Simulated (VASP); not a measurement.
# C (P6_3/mmc) in VASP: settings compared

The runs below take C through relaxation of cell and atoms, with PBE, r2SCAN.

The COD entry that gives the cell may itself be a prediction, so a difference from it is no test against experiment.

All numbers are computed with VASP 6.6.1; they aren't measurements. Logs are shortened: lines on timing, memory, paths and dates and some standing lists are left out, and cuts for length are marked.

## Step 1: Starting point

It takes space group P6_3/mmc (No. 194, hexagonal). Conventional cell: a = 2.522 Å, b = 2.522 Å, c = 12.356 Å, α = 90.00°, β = 90.00°, γ = 120.00°. C (site symmetry 3m) has 4 C at 1.54 Å as nearest neighbours. Around C (site symmetry 3m) lie 4 C at 1.54 Å. C (site symmetry 3m) is surrounded by 4 C at 1.54 Å.

This is a hexagonal form of diamond, not graphite.

## Step 2: Relaxation of cell and atoms, PBE

File INCAR:

```
PREC = Accurate
ENCUT = 600
EDIFF = 1E-7
ISMEAR = 0
SIGMA = 0.02
LREAL = False
LASPH = True
NELM = 100
ALGO = Fast
ISIF = 3
LWAVE = False
LCHARG = False
GGA = PE
IBRION = 2
NSW = 60
EDIFFG = -0.01
KPAR = 4
```

File KPOINTS:

```
Automatic mesh
0
Gamma
  10 10 4
```

File POSCAR:

```
C
1.0
    2.5221000000      0.0000000000      0.0000000000
   -1.2610500000      2.1842026709      0.0000000000
    0.0000000000      0.0000000000     12.3557000000
C
12
Direct
    0.6666666667      0.3333333333      0.3541700000
    0.3333333333      0.6666666667      0.8541700000
    0.6666666667      0.3333333333      0.1458300000
    0.3333333333      0.6666666667      0.6458300000
    0.6666666667      0.3333333333      0.4791700000
    0.3333333333      0.6666666667      0.9791700000
    0.6666666667      0.3333333333      0.0208300000
    0.3333333333      0.6666666667      0.5208300000
    0.0000000000      0.0000000000      0.8125000000
    0.0000000000      0.0000000000      0.3125000000
    0.0000000000      0.0000000000      0.6875000000
    0.0000000000      0.0000000000      0.1875000000
```

Potentials or basis: VASP PAW PBE potentials, release 64 (C).

Command:

```bash
> cat potpaw_PBE.64/C/POTCAR > POTCAR
> mpirun -np 4 vasp_std > vasp.out
```

OUTCAR:

```text
PREC = Accurate
   ENCUT = 600
   EDIFF = 1E-7
   ISMEAR = 0
   LREAL = False
   LASPH = True
   NELM = 100
   ISIF = 3
   GGA = PE
   IBRION = 2
   NSW = 60
   EDIFFG = -0.01

 ion  position               nearest neighbor table
   1  0.667  0.333  0.354-   5 1.54  10 1.54  10 1.54  10 1.54
   2  0.333  0.667  0.854-   6 1.54   9 1.54   9 1.54   9 1.54
   3  0.667  0.333  0.146-   7 1.54  12 1.54  12 1.54  12 1.54
   4  0.333  0.667  0.646-   8 1.54  11 1.54  11 1.54  11 1.54
   5  0.667  0.333  0.479-   8 1.54   8 1.54   8 1.54   1 1.54
   6  0.333  0.667  0.979-   7 1.54   7 1.54   7 1.54   2 1.54
   7  0.667  0.333  0.021-   6 1.54   6 1.54   6 1.54   3 1.54
   8  0.333  0.667  0.521-   5 1.54   5 1.54   5 1.54   4 1.54
   9  0.000  0.000  0.812-  11 1.54   2 1.54   2 1.54   2 1.54
  10  0.000  0.000  0.312-  12 1.54   1 1.54   1 1.54   1 1.54
  11  0.000  0.000  0.688-   9 1.54   4 1.54   4 1.54   4 1.54
  12  0.000  0.000  0.188-  10 1.54   3 1.54   3 1.54   3 1.54

  LATTYP: Found a hexagonal cell.
 ALAT       =     2.5221000000
 C/A-ratio  =     4.8989730780

  Lattice vectors:

 A1 = (   2.5221000000,   0.0000000000,   0.0000000000)
 A2 = (  -1.2610500000,   2.1842026709,   0.0000000000)
 A3 = (   0.0000000000,   0.0000000000,  12.3557000000)

Analysis of symmetry for initial positions (statically):
=====================================================================
 Subroutine PRICEL returns:
 Original cell was already a primitive cell.

 Routine SETGRP: Setting up the symmetry group for a
 hexagonal supercell.

 Subroutine GETGRP returns: Found 24 space group operations
 (whereof 12 operations were pure point group operations)
 out of a pool of 24 trial point group operations.

The static configuration has the point symmetry D_3d.
 The point group associated with its full space group is D_6h.

Analysis of symmetry for dynamics (positions and initial velocities):
=====================================================================
 Subroutine PRICEL returns:
 Original cell was already a primitive cell.

 Routine SETGRP: Setting up the symmetry group for a
 hexagonal supercell.

 Subroutine GETGRP returns: Found 24 space group operations
 (whereof 12 operations were pure point group operations)
 out of a pool of 24 trial point group operations.

The dynamic configuration has the point symmetry D_3d.
 The point group associated with its full space group is D_6h.

 Subroutine INISYM returns: Found 24 space group operations
[... 127 lines left out ...]
   PSTRESS=    0.0 pullay stress
   NELECT =      48.0000    total number of electrons
   NUPDOWN=      -1.0000    fix difference up-down
   EMIN   =  10.00;   EMAX   =-10.00  energy-range for DOS
   EFERMI =   0.00;   METHOD = LEGACY
   ISMEAR =     0;   SIGMA  =   0.02  broadening in eV -4-tet -1-fermi 0-gaus
   EFERMI_NEDOS =   21; number of points for ismear=-14 and -15
   IALGO  =     68    algorithm
   IMIX   =      4    mixing-type and parameters
     AMIX     =   0.40;   BMIX     =  1.00
     AMIX_MAG =   1.60;   BMIX_MAG =  1.00
  volume/ion in A,a.u.               =       5.67        38.28
  Fermi-wavevector in a.u.,A,eV,Ry     =   1.457184  2.753678 28.890408  2.123385
  Thomas-Fermi vector in A             =   2.574015
   LORBIT       =      0    0 simple, 1 ext, 2 COOP (PROOUT), +10 PAW based schemes
   GGA     = PE    functional components
   LHFCALC =     F    Hartree Fock is set to
   AEXX    =    0.0000 exact exchange contribution
   IVDW    =     0    specifies the selected vdW correction
   LEPSILON=     F    determine dielectric tensor
   LRPA    =     F    only Hartree local field effects (RPA)
 conjugate gradient relaxation of ions
 non-spin polarized calculation
 RMM-DIIS sequential band-by-band and
 Gauss-broadening in eV      SIGMA  =   0.02
  energy-cutoff  :      600.00
  volume of cell :       68.06
 maximum number of plane-waves:      2300
   NGX = 11   NGY = 11   NGZ = 49

--------------------------------------- Ionic step        1  -------------------------------------------

 number of electron      48.0000000 magnetization

 Free energy of the ion-electron system (eV)
  ---------------------------------------------------
  ext. energy  EPLUGINS =         0.00000000
  ---------------------------------------------------
  free energy    TOTEN  =      -109.05070146 eV

  energy without entropy =     -109.05070146  energy(sigma->0) =     -109.05070146

------------------------ aborting loop because EDIFF is reached ----------------------------------------

  FORCE on cell =-STRESS in cart. coord.  units (eV):
  Direction    XX          YY          ZZ          XY          YZ          ZX
  --------------------------------------------------------------------------------------
  -------------------------------------------------------------------------------------
  Total       -0.2774941     -0.2774941      3.1959978      0.0000000      0.0000000      0.0000000
  in kB       -6.5319324     -6.5319324     75.2305883      0.0000000      0.0000000      0.0000000
  external PRESSURE =      20.7222412 kB  Pullay stress =       0.0000000 kB
[... 217 lines left out ...]
--------------------------------------- Ionic step        6  -------------------------------------------

 number of electron      48.0000002 magnetization

 Free energy of the ion-electron system (eV)
  ---------------------------------------------------
  ext. energy  EPLUGINS =         0.00000000
  ---------------------------------------------------
  free energy    TOTEN  =      -109.07071470 eV

  energy without entropy =     -109.07071470  energy(sigma->0) =     -109.07071470

 E-fermi :   9.8628     XC(G=0): -13.2275

 val. band max:        9.7526442132   @ k =   0.0000   0.0000   0.0000
 cond. band min:      14.1848658684   @ k =   0.4000   0.0000   0.0000
 fundamental gap:      4.4322216552
 Fermi energy:         9.8627884230

 k-point     1 :       0.0000    0.0000    0.0000
  band No.  band energies     occupation
      1     -11.7627      2.00000
      2     -11.0427      2.00000
      3     -10.9646      2.00000
      4      -8.8118      2.00000
      5      -8.7486      2.00000
      6      -6.0798      2.00000
[... 805 lines left out ...]
     30      17.2017      0.00000
     31      17.6930      0.00000

 [... further k-points ...]

------------------------ aborting loop because EDIFF is reached ----------------------------------------

  FORCE on cell =-STRESS in cart. coord.  units (eV):
  Direction    XX          YY          ZZ          XY          YZ          ZX
  --------------------------------------------------------------------------------------
  -------------------------------------------------------------------------------------
  Total        0.0220632      0.0220632      0.1002238      0.0000000      0.0000000      0.0000000
  in kB        0.5170845      0.5170845      2.3488980      0.0000000      0.0000000      0.0000000
  external PRESSURE =       1.1276890 kB  Pullay stress =       0.0000000 kB
[... 27 lines left out ...]
  FREE ENERGIE OF THE ION-ELECTRON SYSTEM (eV)
  ---------------------------------------------------
  free  energy   TOTEN  =      -109.0707146956 eV

  energy  without entropy=     -109.0707146956  energy(sigma->0) =     -109.07071470

 reached required accuracy - stopping structural energy minimisation
```

OSZICAR:

```text
N       E                     dE             d eps       ncg     rms          rms(c)
DAV:   1     0.170378704108E+03    0.17038E+03   -0.28387E+04  2604   0.170E+03
DAV:   2    -0.102685326700E+03   -0.27306E+03   -0.25987E+03  3449   0.297E+02
DAV:   3    -0.112690584711E+03   -0.10005E+02   -0.99326E+01  3208   0.558E+01
[... 61 lines left out ...]
RMM:   2    -0.109070723251E+03    0.98778E-05   -0.15749E-04  2604   0.811E-02    0.213E-02
RMM:   3    -0.109070714311E+03    0.89405E-05   -0.37024E-05  2614   0.363E-02    0.307E-03
RMM:   4    -0.109070714664E+03   -0.35331E-06   -0.38153E-06  2656   0.126E-02    0.184E-03
RMM:   5    -0.109070714732E+03   -0.68378E-07   -0.10750E-06  2600   0.555E-03    0.946E-04
RMM:   6    -0.109070714696E+03    0.36696E-07   -0.18955E-07  1664   0.239E-03
   6 F= -.10907071E+03 E0= -.10907071E+03  d E =-.252721E-04
```

Wall time 3.8 min (4 MPI ranks of AMD EPYC 7R43 (Zen 3), shared host); peak memory 0.2 GiB.

What came out:

- Free energy: -109.0707 eV
- Relaxed volume: 5.70 Å³/atom
- Relaxed cell: a = 2.520 Å, b = 2.520 Å, c = 12.426 Å, α = 90.00°, β = 90.00°, γ = 120.00°
- Space group after relaxing (to 0.05 Å): P6_3/mmc (No. 194)
- Energy gained by relaxing: 1.7 meV/atom
- Ionic steps: 6
- Pressure after relaxing: 0.1 GPa
- Largest force after relaxing: 0.006 eV/Å
- Band gap on the k mesh: 4.43 eV, indirect (least direct gap 5.38 eV)

Forces in eV/Å, atoms in the order of the input:
```
C    0.000  0.000 -0.005
C    0.000  0.000 -0.005
C    0.000  0.000  0.005
C    0.000  0.000  0.005
C    0.000  0.000  0.005
C    0.000  0.000  0.005
C    0.000  0.000 -0.005
C    0.000  0.000 -0.005
C    0.000  0.000 -0.006
C    0.000  0.000 -0.006
C    0.000  0.000  0.006
C    0.000  0.000  0.006
```

Stress tensor (GPa, compression positive):
```
0.05 0.00 0.00
0.00 0.05 0.00
0.00 0.00 0.23
```

The path:
```
step  energy change (eV)  largest force (eV/Å)  pressure (GPa)  volume (Å³)
   1              0.0000                0.3320            2.07        68.06
   2              0.0008                0.3514           -2.42        68.79
   3             -0.0195                0.0893           -0.22        68.42
   4             -0.0185                0.1642            0.03        68.37
   5             -0.0200                0.0150           -0.13        68.40
   6             -0.0200                0.0065            0.11        68.36
```

Final structure:
```
C
1.0
     2.52040    0.00000    0.00000
    -1.26020    2.18273    0.00000
     0.00000    0.00000   12.42643
C
12
Direct
  0.66667 0.33333 0.35492
  0.33333 0.66667 0.85492
  0.66667 0.33333 0.14508
  0.33333 0.66667 0.64508
  0.66667 0.33333 0.47923
  0.33333 0.66667 0.97923
  0.66667 0.33333 0.02077
  0.33333 0.66667 0.52077
  0.00000 0.00000 0.81315
  0.00000 0.00000 0.31315
  0.00000 0.00000 0.68685
  0.00000 0.00000 0.18685
```

Levels at points of the mesh, in eV from the valence-band top:
```tsv
k point	band 20	band 21	band 22	band 23	band 24	band 25	band 26	band 27	band 28	band 29
(0.00, 0.00, 0.00)	-0.97	-0.97	-0.15	0.00	0.00	5.38	5.38	5.50	6.46	6.46
(0.50, 0.00, 0.00)	-4.37	-4.06	-4.01	-3.60	-2.90	4.61	5.21	5.27	5.59	6.67
(0.00, 0.00, 0.50)	-1.36	-0.32	-0.32	-0.32	-0.32	5.76	5.76	5.76	5.76	6.19
(0.50, 0.00, 0.50)	-4.92	-3.76	-3.76	-3.24	-3.24	4.78	4.78	5.82	5.82	6.03
```

A k mesh can miss the band edges. Zero-point motion and thermal expansion aren't in these numbers.

## Step 3: Relaxation of cell and atoms, r2SCAN

File INCAR:

```
SYSTEM = C
ALGO = Normal
EDIFF = 1E-7
EDIFFG = -0.01
ENCUT = 600
IBRION = 2
ISIF = 3
ISMEAR = 0
KPAR = 4
LASPH = .TRUE.
LCHARG = .FALSE.
LMIXTAU = .TRUE.
LREAL = .FALSE.
LWAVE = .FALSE.
METAGGA = R2SCAN
NELM = 80
NSW = 40
PREC = Accurate
SIGMA = 0.02
```

File KPOINTS:

```
k-points
0
G
  10 10 4
  0 0 0
```

POSCAR is that of step 2.

Potentials or basis: VASP PAW PBE potentials, release 64 (C).

Command:

```bash
> cat potpaw_PBE.64/C/POTCAR > POTCAR
> mpirun -np 4 vasp_std > vasp.out
```

OUTCAR:

```text
SYSTEM = C
   EDIFF = 1E-7
   EDIFFG = -0.01
   ENCUT = 600
   IBRION = 2
   ISIF = 3
   ISMEAR = 0
   LASPH = .TRUE.
   LREAL = .FALSE.
   METAGGA = R2SCAN
   NELM = 80
   NSW = 40
   PREC = Accurate

 ion  position               nearest neighbor table
   1  0.667  0.333  0.354-   5 1.54  10 1.54  10 1.54  10 1.54
   2  0.333  0.667  0.854-   6 1.54   9 1.54   9 1.54   9 1.54
   3  0.667  0.333  0.146-   7 1.54  12 1.54  12 1.54  12 1.54
   4  0.333  0.667  0.646-   8 1.54  11 1.54  11 1.54  11 1.54
   5  0.667  0.333  0.479-   8 1.54   8 1.54   8 1.54   1 1.54
   6  0.333  0.667  0.979-   7 1.54   7 1.54   7 1.54   2 1.54
   7  0.667  0.333  0.021-   6 1.54   6 1.54   6 1.54   3 1.54
   8  0.333  0.667  0.521-   5 1.54   5 1.54   5 1.54   4 1.54
   9  0.000  0.000  0.812-  11 1.54   2 1.54   2 1.54   2 1.54
  10  0.000  0.000  0.312-  12 1.54   1 1.54   1 1.54   1 1.54
  11  0.000  0.000  0.688-   9 1.54   4 1.54   4 1.54   4 1.54
  12  0.000  0.000  0.188-  10 1.54   3 1.54   3 1.54   3 1.54

  LATTYP: Found a hexagonal cell.
[... 261 lines left out ...]

 k-point     1 :       0.0000    0.0000    0.0000
  band No.  band energies     occupation
      1     -12.9934      2.00000
      2     -12.2872      2.00000
      3     -12.1147      2.00000
      4      -9.9816      2.00000
      5      -9.8004      2.00000
      6      -7.1836      2.00000
[... 990 lines left out ...]
--------------------------------------- Ionic step        6  -------------------------------------------

 number of electron      48.0000001 magnetization

 Free energy of the ion-electron system (eV)
  ---------------------------------------------------
  ext. energy  EPLUGINS =         0.00000000
  ---------------------------------------------------
  free energy    TOTEN  =      -117.90465430 eV

  energy without entropy =     -117.90465430  energy(sigma->0) =     -117.90465430

 E-fermi :   9.9693     XC(G=0): -14.2776

 val. band max:        9.8625610939   @ k =   0.0000   0.0000   0.0000
 cond. band min:      14.5219840512   @ k =   0.4000   0.0000   0.0000
 fundamental gap:      4.6594229573
 Fermi energy:         9.9693399973

 k-point     1 :       0.0000    0.0000    0.0000
  band No.  band energies     occupation
      1     -12.9911      2.00000
      2     -12.2376      2.00000
      3     -12.1502      2.00000
      4      -9.8984      2.00000
      5      -9.8287      2.00000
      6      -7.0942      2.00000
[... 846 lines left out ...]
  FREE ENERGIE OF THE ION-ELECTRON SYSTEM (eV)
  ---------------------------------------------------
  free  energy   TOTEN  =      -117.9046542957 eV

  energy  without entropy=     -117.9046542957  energy(sigma->0) =     -117.90465430

 reached required accuracy - stopping structural energy minimisation
```

CONTCAR:

```text
C
   1.00000000000000
     2.5132526590621858    0.0000000000000000   -0.0000000000000000
    -1.2566263295310929    2.1765406488917498    0.0000000000000000
    -0.0000000000000000    0.0000000000000000   12.3934517397039627
  C
    12
Direct
     0.6666666667000030    0.3333333332999970    0.3549545136420740
     0.3333333332999970    0.6666666667000030    0.8549545136420741
     0.6666666667000030    0.3333333332999970    0.1450454863579259
     0.3333333332999970    0.6666666667000030    0.6450454863579259
     0.6666666667000030    0.3333333332999970    0.4792344104922641
     0.3333333332999970    0.6666666667000030    0.9792344104922640
     0.6666666667000030    0.3333333332999970    0.0207655895077359
     0.3333333332999970    0.6666666667000030    0.5207655895077360
     0.0000000000000000    1.0000000000000000    0.8131747980279423
     0.0000000000000000    0.0000000000000000    0.3131747980279423
     0.0000000000000000    0.0000000000000000    0.6868252019720577
     0.0000000000000000    0.0000000000000000    0.1868252019720576

  0.00000000E+00  0.00000000E+00  0.00000000E+00
  0.00000000E+00  0.00000000E+00  0.00000000E+00
  0.00000000E+00  0.00000000E+00  0.00000000E+00
  0.00000000E+00  0.00000000E+00  0.00000000E+00
  0.00000000E+00  0.00000000E+00  0.00000000E+00
  0.00000000E+00  0.00000000E+00  0.00000000E+00
  0.00000000E+00  0.00000000E+00  0.00000000E+00
  0.00000000E+00  0.00000000E+00  0.00000000E+00
  0.00000000E+00  0.00000000E+00  0.00000000E+00
  0.00000000E+00  0.00000000E+00  0.00000000E+00
  0.00000000E+00  0.00000000E+00  0.00000000E+00
  0.00000000E+00  0.00000000E+00  0.00000000E+00
```

Wall time 4.2 min (4 MPI ranks of Intel Xeon 6975P-C (Granite Rapids), shared host); peak memory 0.24 GiB.

Results:

```yaml
Free_energy: -117.9047 eV
Relaxed_volume: 5.65 Å³/atom
Relaxed_cell: a = 2.513 Å, b = 2.513 Å, c = 12.393 Å, α = 90.00°, β = 90.00°, γ = 120.00°
Space_group_after_relaxing_to_0.05_Å: P6_3/mmc (No. 194)
Energy_gained_by_relaxing: 1.8 meV/atom
Ionic_steps: 6
Pressure_after_relaxing: -0.1 GPa
Largest_force_after_relaxing: 0.008 eV/Å
Band_gap_on_the_k_mesh: 4.66 eV, indirect (least direct gap 5.63 eV)
```

Forces on the atoms (eV/Å):
```
C    0.000  0.000 -0.008
C    0.000  0.000 -0.008
C    0.000  0.000  0.008
C    0.000  0.000  0.008
C    0.000  0.000  0.006
C    0.000  0.000  0.006
C    0.000  0.000 -0.006
C    0.000  0.000 -0.006
C    0.000  0.000 -0.007
C    0.000  0.000 -0.007
C    0.000  0.000  0.007
C    0.000  0.000  0.007
```

Stress tensor (GPa, compression positive):
```
-0.15  0.00  0.00
 0.00 -0.15  0.00
 0.00  0.00  0.10
```

Step by step:
```csv
step,energy change (eV),largest force (eV/Å),pressure (GPa),volume (Å³)
1,0.0000,0.3441,-1.78,68.06
2,0.0031,0.3807,2.45,67.44
3,-0.0212,0.1018,0.12,67.77
4,-0.0199,0.2061,0.00,67.78
5,-0.0217,0.0170,0.08,67.77
6,-0.0217,0.0076,-0.07,67.79
```

Final structure:
```
C
1.0
     2.51325    0.00000    0.00000
    -1.25663    2.17654    0.00000
     0.00000    0.00000   12.39345
C
12
Direct
  0.66667 0.33333 0.35495
  0.33333 0.66667 0.85495
  0.66667 0.33333 0.14505
  0.33333 0.66667 0.64505
  0.66667 0.33333 0.47923
  0.33333 0.66667 0.97923
  0.66667 0.33333 0.02077
  0.33333 0.66667 0.52077
  0.00000 0.00000 0.81317
  0.00000 0.00000 0.31317
  0.00000 0.00000 0.68683
  0.00000 0.00000 0.18683
```

Caveat: the PAW data sets were made with another functional, which shifts forces and pressure a little.
